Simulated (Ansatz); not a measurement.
System: cubic perovskite LaAlO3 (cubic high-temperature phase). Method: B3LYP (VWN-RPA form) (plane waves, PAW; Ansatz, an electronic-structure program).

Settings: plane-wave cutoff 460 eV, 6×6×6 k mesh, Fermi–Dirac smearing 0.01 eV, scalar-relativistic PAW data made under PBE.

The cell has the measured lattice: a = b = c = 3.8100 Å, α = β = γ = 90.00°.

Problem. Give the computed band gap and smallest direct gap on the k points sampled.

Solution. 
- band gap: 5.34 eV (on the SCF k mesh)
- smallest direct gap on the k points sampled: 5.51 eV

Note: held by symmetry at 0 K, a high-temperature phase can be a saddle point; cell and atoms aren't relaxed at this level (pressure 0.3 GPa).

Spin–orbit coupling is not included.

Cost on a shared machine: roughly 60 core-seconds.
